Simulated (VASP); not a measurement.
Al:

```
Al
1.0
     0.00000    2.02481    2.02481
     2.02481    0.00000    2.02481
     2.02481    2.02481    0.00000
Al
1
Direct
  0.00000 0.00000 0.00000
```

Base run:

* Program: VASP 6.6.1
* Functional: BLYP
* Potentials or basis: VASP PAW PBE potentials, release 64 (Al)
* Cutoff: 520 eV
* k mesh: 11 × 11 × 11
* Occupations: fermi-dirac, width 0.05 eV
* Spin: no spin polarisation

Its results: pressure 3.1 GPa.

**Question.** After a change of settings the same cell gave: pressure -2.2 GPa. Which change was it?
A. functional from BLYP to PW91
B. functional from BLYP to TPSS
C. functional from BLYP to r2SCAN
D. functional from BLYP to revPBE

**Answer.** B.

Caveats: the PAW data sets were made with another functional, which shifts forces and pressure a little.

Runs at the PBE level aren't shown here.
